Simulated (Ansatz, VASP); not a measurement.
# Two plane-wave programs on Fe

```
Fe
1.0
     2.37970    0.00000    0.00000
     0.00000    2.37970    0.00000
     0.00000    0.00000    2.37970
Fe
1
Direct
  0.00000 0.00000 0.00000
```

Alike in both runs: task single point; functional r2SCAN; k mesh 15 × 15 × 15; occupations fermi-dirac, width 0.05 eV; collinear spin.

|  | VASP | Ansatz |
| --- | --- | --- |
| version | VASP 6.6.1 | Ansatz 0.2.0 |
| potentials or method | VASP PAW PBE potentials, release 64 (Fe) | plane waves (500 eV) with PAW, scalar-relativistic |
| plane-wave cutoff (eV) | 520 | 500 |
| valence electrons in the cell | 8 | 16 |

Ansatz gave:

| Quantity | Value |
| --- | --- |
| pressure (GPa) | 3.7 |
| net moment per atom (μB) | 2.80 |
| size of the moment on the site where the two differ most (μB) | 2.82 |

Question: Which values does VASP return?

Answer: Pressure (GPa): 4.2; net moment per atom (μB): 2.84; size of the moment on the site where the two differ most (μB): 2.86.

Site moments also hang on the region over which each program counts them. The two sets of potentials don't hold the same shells in valence. Ansatz warned: «stability_check_not_made».

Caveats: the PAW data sets were made with another functional, which shifts forces and pressure a little (VASP).
